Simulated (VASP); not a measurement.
# C (P6_3/mmc) in VASP: settings compared

One crystal, C, is run at these levels: revPBE, BLYP, PW91; tasks: band structure.

The COD entry that gives the cell may itself be a prediction, so a difference from it is no test against experiment.

Everything below comes from runs of VASP 6.6.1. Logs are shortened: lines on timing, memory, paths and dates and some standing lists are left out, and cuts for length are marked.

## (1) Starting point

It takes space group P6_3/mmc (No. 194, hexagonal). Conventional cell: a = 2.522 Å, b = 2.522 Å, c = 8.237 Å, α = 90.00°, β = 90.00°, γ = 120.00°. C (site symmetry 3m) is surrounded by 4 C at 1.54 Å. C (site symmetry 3m) is surrounded by 4 C at 1.54 Å.

This is a hexagonal form of diamond, not graphite.

## (2) Band structure, revPBE

INCAR

```
SYSTEM = C
ALGO = Normal
EDIFF = 1E-6
ENCUT = 520
GGA = RE
ISIF = 2
ISMEAR = -1
LASPH = .TRUE.
LCHARG = .FALSE.
LREAL = .FALSE.
LWAVE = .FALSE.
NELM = 60
PREC = Accurate
SIGMA = 0.05
```

KPOINTS

```
k-points
0
G
  12 12 4
  0 0 0
```

POSCAR

```
C
1.0
    2.5221000000      0.0000000000      0.0000000000
   -1.2610500000      2.1842026709      0.0000000000
    0.0000000000      0.0000000000      8.2371000000
C
8
Direct
    0.6666666667      0.3333333333      0.8437500000
    0.3333333333      0.6666666667      0.3437500000
    0.6666666667      0.3333333333      0.6562500000
    0.3333333333      0.6666666667      0.1562500000
    0.0000000000      0.0000000000      0.9062500000
    0.0000000000      0.0000000000      0.4062500000
    0.0000000000      0.0000000000      0.5937500000
    0.0000000000      0.0000000000      0.0937500000
```

KPOINTS_OPT

```
path GMKGALHA,LM,KH
10
line-mode
reciprocal
 0.0000000000  0.0000000000  0.0000000000  G
 0.5000000000  0.0000000000  0.0000000000  M

 0.5000000000  0.0000000000  0.0000000000  M
 0.3333333333  0.3333333333  0.0000000000  K

 0.3333333333  0.3333333333  0.0000000000  K
 0.0000000000  0.0000000000  0.0000000000  G

 0.0000000000  0.0000000000  0.0000000000  G
 0.0000000000  0.0000000000  0.5000000000  A

 0.0000000000  0.0000000000  0.5000000000  A
 0.5000000000  0.0000000000  0.5000000000  L

 0.5000000000  0.0000000000  0.5000000000  L
 0.3333333333  0.3333333333  0.5000000000  H

 0.3333333333  0.3333333333  0.5000000000  H
 0.0000000000  0.0000000000  0.5000000000  A

 0.5000000000  0.0000000000  0.5000000000  L
 0.5000000000  0.0000000000  0.0000000000  M

 0.3333333333  0.3333333333  0.0000000000  K
 0.3333333333  0.3333333333  0.5000000000  H
```

Potentials or basis: VASP PAW PBE potentials, release 64 (C).

The run is started by

```bash
> cat potpaw_PBE.64/C/POTCAR > POTCAR
> mpirun -np 1 vasp_std > vasp.out
```

OUTCAR:

```text
SYSTEM = C
   EDIFF = 1E-6
   ENCUT = 520
   GGA = RE
   ISIF = 2
   ISMEAR = -1
   LASPH = .TRUE.
   LREAL = .FALSE.
   NELM = 60
   PREC = Accurate

 ion  position               nearest neighbor table
   1  0.667  0.333  0.844-   3 1.54   5 1.54   5 1.54   5 1.54
   2  0.333  0.667  0.344-   4 1.54   6 1.54   6 1.54   6 1.54
   3  0.667  0.333  0.656-   1 1.54   7 1.54   7 1.54   7 1.54
   4  0.333  0.667  0.156-   2 1.54   8 1.54   8 1.54   8 1.54
   5  0.000  0.000  0.906-   8 1.54   1 1.54   1 1.54   1 1.54
   6  0.000  0.000  0.406-   7 1.54   2 1.54   2 1.54   2 1.54
   7  0.000  0.000  0.594-   6 1.54   3 1.54   3 1.54   3 1.54
   8  0.000  0.000  0.094-   5 1.54   4 1.54   4 1.54   4 1.54

  LATTYP: Found a hexagonal cell.
 ALAT       =     2.5221000000
 C/A-ratio  =     3.2659688355

  Lattice vectors:

 A1 = (   2.5221000000,   0.0000000000,   0.0000000000)
 A2 = (  -1.2610500000,   2.1842026709,   0.0000000000)
 A3 = (   0.0000000000,   0.0000000000,   8.2371000000)

Analysis of symmetry for initial positions (statically):
=====================================================================
 Subroutine PRICEL returns:
 Original cell was already a primitive cell.

 Routine SETGRP: Setting up the symmetry group for a
 hexagonal supercell.

 Subroutine GETGRP returns: Found 24 space group operations
 (whereof 12 operations were pure point group operations)
 out of a pool of 24 trial point group operations.

The static configuration has the point symmetry D_3d.
 The point group associated with its full space group is D_6h.

Analysis of symmetry for dynamics (positions and initial velocities):
=====================================================================
 Subroutine PRICEL returns:
 Original cell was already a primitive cell.

 Routine SETGRP: Setting up the symmetry group for a
 hexagonal supercell.

 Subroutine GETGRP returns: Found 24 space group operations
 (whereof 12 operations were pure point group operations)
 out of a pool of 24 trial point group operations.

The dynamic configuration has the point symmetry D_3d.
 The point group associated with its full space group is D_6h.

 Subroutine INISYM returns: Found 24 space group operations
 (whereof 12 operations are pure point group operations),
 and found     1 'primitive' translations

----------------------------------------------------------------------------------------

                                     Primitive cell

  volume of cell :      45.3764

  direct lattice vectors                    reciprocal lattice vectors
     2.522100000  0.000000000  0.000000000     0.396494984  0.228916486  0.000000000
    -1.261050000  2.184202671  0.000000000     0.000000000  0.457832972  0.000000000
     0.000000000  0.000000000  8.237100000     0.000000000  0.000000000  0.121401950

  length of vectors
     2.522100000  2.522100000  8.237100000     0.457832972  0.457832972  0.121401950

  position of ions in fractional coordinates (direct lattice)
     0.666666667  0.333333333  0.843750000
     0.333333333  0.666666667  0.343750000
     0.666666667  0.333333333  0.656250000
     0.333333333  0.666666667  0.156250000
     0.000000000  0.000000000  0.906250000
     0.000000000  0.000000000  0.406250000
     0.000000000  0.000000000  0.593750000
     0.000000000  0.000000000  0.093750000

  ion indices of the primitive-cell ions
   primitive index   ion index
                 1           1
                 2           2
                 3           3
                 4           4
                 5           5
                 6           6
                 7           7
                 8           8

----------------------------------------------------------------------------------------

 KPOINTS: k-points

Automatic generation of k-mesh.
 Grid dimensions read from file:
 generate k-points for:   12   12    4

 Generating k-lattice:

  Cartesian coordinates                     Fractional coordinates (reciprocal lattice)
     0.033041249  0.019076374  0.000000000     0.083333333  0.000000000  0.000000000
     0.000000000  0.038152748  0.000000000     0.000000000  0.083333333  0.000000000
     0.000000000  0.000000000  0.030350487     0.000000000  0.000000000  0.250000000

  Length of vectors
     0.038152748  0.038152748  0.030350487

  Shift w.r.t. Gamma in fractional coordinates (k-lattice)
     0.000000000  0.000000000  0.000000000

 Subroutine IBZKPT returns following result:
 ===========================================

 Found     57 irreducible k-points:

 Following reciprocal coordinates:
            Coordinates               Weight
  0.000000  0.000000  0.000000      1.000000
  0.083333  0.000000  0.000000      6.000000
  0.166667  0.000000  0.000000      6.000000
  0.250000  0.000000  0.000000      6.000000
  0.333333  0.000000  0.000000      6.000000
  0.416667  0.000000  0.000000      6.000000
[... 16 lines left out ...]
  0.250000  0.000000  0.250000     12.000000
  0.333333  0.000000  0.250000     12.000000
 [... further k-points ...]
   k-points           NKPTS =     57   k-points in BZ     NKDIM =     57   number of bands    NBANDS=     21
   number of dos      NEDOS =    301   number of ions     NIONS =      8
   total plane-waves  NPLWV =  25600
   dimension x,y,z NGX =    20 NGY =   20 NGZ =   64
   dimension x,y,z NGXF=    40 NGYF=   40 NGZF=  128
   ions per type =               8
   NGX,Y,Z   is equivalent  to a cutoff of  13.18, 13.18, 12.92 a.u.
   NGXF,Y,Z  is equivalent  to a cutoff of  26.37, 26.37, 25.83 a.u.
 SYSTEM =  C
   PREC   = accura    normal or accurate (medium, high low for compatibility)
   ISTART =      0    job   : 0-new  1-cont  2-samecut
   ICHARG =      2    charge: 1-file 2-atom 10-const
   ISPIN  =      1    spin polarized calculation?
   LNONCOLLINEAR =      F non collinear calculations
   LSORBIT =      F    spin-orbit coupling
   LASPH  =      T    aspherical Exc in radial PAW
   ENCUT  =  520.0 eV  38.22 Ry    6.18 a.u.   4.69  4.69 15.32*2*pi/ulx,y,z
   NELM   =     60;   NELMIN=  2; NELMDL= -5     # of ELM steps
   EDIFF  = 0.1E-05   stopping-criterion for ELM
   LREAL  =      F    real-space projection
   EDIFFG = 0.1E-04   stopping-criterion for IOM
   NSW    =      0    number of steps for IOM
   IBRION =     -1    ionic relax: 0-MD 1-quasi-New 2-CG
   NFREE  =      0    steps in history (QN), initial steepest desc. (CG)
   ISIF   =      2    stress and relaxation
   ISYM   =      2    0-nonsym 1-usesym 2-fastsym
   POTIM  = 0.5000    time-step for ionic-motion
   TEBEG  =    0.0;   TEEND  =   0.0 temperature during run
   PSTRESS=    0.0 pullay stress
   NELECT =      32.0000    total number of electrons
   NUPDOWN=      -1.0000    fix difference up-down
   EMIN   =  10.00;   EMAX   =-10.00  energy-range for DOS
   EFERMI =   0.00;   METHOD = LEGACY
   ISMEAR =    -1;   SIGMA  =   0.05  broadening in eV -4-tet -1-fermi 0-gaus
   EFERMI_NEDOS =   21; number of points for ismear=-14 and -15
   IALGO  =     38    algorithm
   IMIX   =      4    mixing-type and parameters
     AMIX     =   0.40;   BMIX     =  1.00
     AMIX_MAG =   1.60;   BMIX_MAG =  1.00
  volume/ion in A,a.u.               =       5.67        38.28
  Fermi-wavevector in a.u.,A,eV,Ry     =   1.457186  2.753682 28.890486  2.123391
  Thomas-Fermi vector in A             =   2.574017
   LORBIT       =      0    0 simple, 1 ext, 2 COOP (PROOUT), +10 PAW based schemes
   GGA     = RE    functional components
   LHFCALC =     F    Hartree Fock is set to
   AEXX    =    0.0000 exact exchange contribution
   IVDW    =     0    specifies the selected vdW correction
   LEPSILON=     F    determine dielectric tensor
   LRPA    =     F    only Hartree local field effects (RPA)
 non-spin polarized calculation
  energy-cutoff  :      520.00
  volume of cell :       45.38
 maximum number of plane-waves:      1242
 NGX is ok and might be reduce to    20
   NGX =  9   NGY =  9   NGZ = 31

 number of electron      31.9999995 magnetization

 Free energy of the ion-electron system (eV)
  ---------------------------------------------------
  ext. energy  EPLUGINS =         0.00000000
  ---------------------------------------------------
  free energy    TOTEN  =       -69.41115028 eV

  energy without entropy =      -69.41115028  energy(sigma->0) =      -69.41115028

 E-fermi :  10.8977     XC(G=0): -13.1883

 val. band max:        9.9612594348   @ k =   0.0000   0.0000   0.0000
 cond. band min:      14.3667845298   @ k =   0.4167   0.0000   0.0000
 fundamental gap:      4.4055250950
 Fermi energy:        10.8976519999

 k-point     1 :       0.0000    0.0000    0.0000
  band No.  band energies     occupation
      1     -11.7299      2.00000
      2     -10.0344      2.00000
      3      -9.9840      2.00000
      4      -5.9301      2.00000
      5      -3.5920      2.00000
      6       3.1955      2.00000
[... 13 lines left out ...]
     20      16.9636      0.00000
     21      17.0206      0.00000

 k-point     2 :       0.0833    0.0000    0.0000
  band No.  band energies     occupation
      1     -11.5592      2.00000
      2      -9.8670      2.00000
      3      -9.8157      2.00000
      4      -5.7775      2.00000
      5      -3.4358      2.00000
      6       3.2744      2.00000
[... 13 lines left out ...]
     20      16.8934      0.00000
     21      17.5301      0.00000

 k-point     3 :       0.1667    0.0000    0.0000
  band No.  band energies     occupation
      1     -11.0489      2.00000
      2      -9.3674      2.00000
      3      -9.3131      2.00000
      4      -5.3219      2.00000
      5      -2.9809      2.00000
      6       3.4077      2.00000
[... 13 lines left out ...]
     20      16.5974      0.00000
     21      17.5772      0.00000
[... 457 lines left out ...]
 k-point    23 :       0.2500    0.0000    0.2500
  band No.  band energies     occupation
      1     -10.0990      2.00000
      2      -9.2494      2.00000
      3      -7.5861      2.00000
      4      -5.3128      2.00000
      5      -1.4184      2.00000
      6       1.5223      2.00000
[... 13 lines left out ...]
     20      17.6204      0.00000
     21      17.7020      0.00000

 k-point    24 :       0.3333    0.0000    0.2500
  band No.  band energies     occupation
      1      -8.9411      2.00000
      2      -8.1062      2.00000
      3      -6.4795      2.00000
      4      -4.2803      2.00000
      5      -1.3291      2.00000
      6      -0.3091      2.00000
[... 13 lines left out ...]
     20      17.5146      0.00000
     21      18.0242      0.00000

 [... further k-points ...]

------------------------ aborting loop because EDIFF is reached ----------------------------------------

  FORCE on cell =-STRESS in cart. coord.  units (eV):
  Direction    XX          YY          ZZ          XY          YZ          ZX
  --------------------------------------------------------------------------------------
  -------------------------------------------------------------------------------------
  Total        0.9545049      0.9545049      4.4245467      0.0000000     -0.0000000      0.0000000
  in kB       33.7022720     33.7022720    156.2247321      0.0000000     -0.0000000      0.0000000
  external PRESSURE =      74.5430920 kB  Pullay stress =       0.0000000 kB

 VOLUME and BASIS-vectors are now :
 -----------------------------------------------------------------------------
  energy-cutoff  :      520.00
  volume of cell :       45.38
      direct lattice vectors                 reciprocal lattice vectors
     2.522100000  0.000000000  0.000000000     0.396494984  0.228916486  0.000000000
    -1.261050000  2.184202671  0.000000000     0.000000000  0.457832972  0.000000000
     0.000000000  0.000000000  8.237100000     0.000000000  0.000000000  0.121401950

 POSITION                                       TOTAL-FORCE (eV/Angst)
 -----------------------------------------------------------------------------------
      1.26105      0.72807      6.95005        -0.000000     -0.000000      0.318930
     -0.00000      1.45614      2.83150         0.000000      0.000000      0.318930
      1.26105      0.72807      5.40560        -0.000000     -0.000000     -0.318930
     -0.00000      1.45614      1.28705         0.000000      0.000000     -0.318930
      0.00000      0.00000      7.46487         0.000000     -0.000000      0.327184
      0.00000      0.00000      3.34632        -0.000000      0.000000      0.327184
      0.00000      0.00000      4.89078         0.000000     -0.000000     -0.327184
      0.00000      0.00000      0.77223        -0.000000      0.000000     -0.327184
 -----------------------------------------------------------------------------------
    total drift:                               -0.000000      0.000000      0.000000

  FREE ENERGIE OF THE ION-ELECTRON SYSTEM (eV)
  ---------------------------------------------------
  free  energy   TOTEN  =       -69.4111502820 eV

  energy  without entropy=      -69.4111502820  energy(sigma->0) =      -69.41115028
```

Wall time 92 s (1 thread of Intel Xeon Platinum 8488C (Sapphire Rapids), shared host); peak memory 0.2 GiB.

Results:

```yaml
Free_energy: -69.4112 eV
Pressure: 7.5 GPa
Largest_force: 0.327 eV/Å
Band_gap_on_the_k_mesh: 4.41 eV, indirect (least direct gap 5.18 eV)
Band_gap_along_the_path: 4.42 eV, indirect (least direct gap 5.18 eV)
```

Forces on the atoms (eV/Å):
```
C    0.000  0.000  0.319
C    0.000  0.000  0.319
C    0.000  0.000 -0.319
C    0.000  0.000 -0.319
C    0.000  0.000  0.327
C    0.000  0.000  0.327
C    0.000  0.000 -0.327
C    0.000  0.000 -0.327
```

Levels at the corners of the path, in eV from the valence-band top:
| point | band 14 | band 15 | band 16 | band 17 | band 18 | band 19 |
| --- | --- | --- | --- | --- | --- | --- |
| Γ | -0.22 | 0.00 | 0.00 | 5.18 | 5.18 | 5.71 |
| M | -4.56 | -3.71 | -2.94 | 4.45 | 5.60 | 5.85 |
| M | -4.56 | -3.71 | -2.94 | 4.45 | 5.60 | 5.85 |
| K | -5.67 | -5.67 | -4.04 | 6.30 | 6.30 | 7.88 |
| K | -5.67 | -5.67 | -4.04 | 6.30 | 6.30 | 7.88 |
| Γ | -0.22 | 0.00 | 0.00 | 5.18 | 5.18 | 5.71 |
| Γ | -0.22 | 0.00 | 0.00 | 5.18 | 5.18 | 5.71 |
| A | -0.68 | -0.68 | -0.68 | 5.98 | 5.98 | 5.98 |
| A | -0.68 | -0.68 | -0.68 | 5.98 | 5.98 | 5.98 |
| L | -4.74 | -3.67 | -3.67 | 4.81 | 4.81 | 7.12 |
| L | -4.74 | -3.67 | -3.67 | 4.81 | 4.81 | 7.12 |
| H | -5.38 | -5.11 | -5.11 | 5.24 | 5.24 | 9.76 |
| H | -5.38 | -5.11 | -5.11 | 5.24 | 5.24 | 9.76 |
| A | -0.68 | -0.68 | -0.68 | 5.98 | 5.98 | 5.98 |
| L | -4.74 | -3.67 | -3.67 | 4.81 | 4.81 | 7.12 |
| M | -4.56 | -3.71 | -2.94 | 4.45 | 5.60 | 5.85 |
| K | -5.67 | -5.67 | -4.04 | 6.30 | 6.30 | 7.88 |
| H | -5.38 | -5.11 | -5.11 | 5.24 | 5.24 | 9.76 |

Caveat: the PAW data sets were made with another functional, which shifts forces and pressure a little.

(Continued in part 2 of 2.)
